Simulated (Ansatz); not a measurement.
SnTe:

```
Te Sn
1.0
     0.00000    3.61115    3.61115
     3.61115    0.00000    3.61115
     3.61115    3.61115    0.00000
Te Sn
1 1
Cartesian
  1.8056 1.8056 1.8056
  0.0000 0.0000 0.0000
```

Measurements of this composition are mostly on another form, of space group No. 225.

Base run:

| Property | Result |
| --- | --- |
| Program | Ansatz 0.2.0 |
| Functional | PBEsol |
| Potentials or basis | Ansatz PAW |
| Cutoff | 420 eV (not typed: the program's choice for these potentials) |
| k mesh | 7 × 7 × 7 |
| Occupations | fermi-dirac, width 0.05 eV |
| Spin | no spin polarisation |

Its results: band gap on the k mesh 0.29 eV, indirect (least direct gap 0.79 eV); pressure -1.4 GPa.

Problem. The run is repeated on the same cell with these changes: functional from PBEsol to r2SCAN; cutoff from 420 eV (not typed: the program's choice for these potentials) to 500 eV (not typed: the program's choice for these potentials). What comes out?

Solution. Band gap on the k mesh 0.40 eV, indirect (least direct gap 0.93 eV); pressure -0.6 GPa.

r2SCAN gives the wider gap, since meta-GGAs in the generalised Kohn-Sham scheme recover part of the derivative discontinuity.

Caveats: the k mesh misses the band edges, so the gap on the mesh is wider than the one along the path; spin-orbit coupling is left out, which moves the levels of the heavy elements; the PAW data sets come from PBE, with cores solved anew for the run's functional, which leaves a small shift of forces and pressure.
